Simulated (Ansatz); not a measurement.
CuO:

```
Cu O
1.0
     2.34465   -1.71340    0.00000
     2.34465    1.71340    0.00000
    -0.86055    0.00000    5.05944
Cu O
2 2
Direct
  0.00320 0.49680 0.00000
  0.49680 0.00320 0.50000
  0.57140 0.40560 0.25370
  0.40560 0.57140 0.75370
```

Base run:

| Item | Value |
| --- | --- |
| Program | Ansatz 0.2.0 |
| Functional | LDA |
| Potentials or basis | Ansatz PAW |
| Cutoff | 420 eV (not typed: the program's choice for these potentials) |
| k mesh | 10 × 10 × 5 |
| Occupations | fermi-dirac, width 0.05 eV |
| Spin | no spin polarisation |
| Hubbard terms | Cu d U = 4.5 eV |

Its results: band gap on the k mesh none (metal or under the smearing width); pressure -7.4 GPa; largest force 0.773 eV/Å.

Q: The run is repeated on the same cell with these changes: functional from LDA to PBEsol. What comes out?

A: Band gap on the k mesh none (metal or under the smearing width); pressure -0.6 GPa; largest force 0.784 eV/Å.

PBEsol binds less tightly than LDA, so the same cell stands under more pressure.

Caveats: the run has no spin polarisation, though such a crystal can be magnetic; U without spin polarisation on a metal has little footing; the PAW data sets come from PBE, with cores solved anew for the run's functional, which leaves a small shift of forces and pressure.
